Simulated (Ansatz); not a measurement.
A 14-atom cell of Si3N4 from a materials database, 14 atoms and 64 valence electrons in a cell of about 134 Å³, was run 9 times in Ansatz 0.2.0, each time on 1 × NVIDIA H100 80GB HBM3 with 2 threads of AMD EPYC 7R13 Processor (Zen 3), with other jobs on the host.

| run | k mesh | irreducible k | cutoff (eV) | plane waves | bands | SCF iterations | wall time | peak host memory (GiB) |
| --- | --- | --- | --- | --- | --- | --- | --- | --- |
| relaxation, PBE | 6×6×6 | 16 | 420 | 2659 | 46 | 18 | 7.3 s | 1.3 |
| relaxation, r2SCAN | 6×6×6 | 16 | 500 | 3367 | 46 | 24 | ? | ? |
| bands, PBE | 6×6×6 | 16 | 420 | 2587 | 39 | 6 | ? | ? |
| single point, r2SCAN | 6×6×6 | 16 | 500 | 3367 | 39 | 7 | 3.8 s | 1.5 |
| single point, HSE06 | 4×4×4 | 8 | 420 | 2587 | 39 | 13 | ? | ? |
| field response, r2SCAN | 6×6×6 | 46 | 500 | 3367 | 46 | 9 | 37 s | 3.9 |
| relaxation, PBEsol | 6×6×6 | 16 | 420 | 2659 | 46 | 30 | 16 s | 1.3 |
| Γ phonons, PBEsol | 4×4×4 | 36 | 420 | 2659 | 46 | 11 | ? | ? |
| single point, PBE0 | 4×4×4 | 8 | 420 | 2587 | 39 | 13 | 45 s | 2.3 |

**Question.** What time and memory did the runs marked ? need?

**Answer.**
```
                run  wall time  peak host memory (GiB)
  Γ phonons, PBEsol       41 s                     2.3
 relaxation, r2SCAN       11 s                     1.5
single point, HSE06       43 s                     2.3
         bands, PBE      4.3 s                     1.2
```
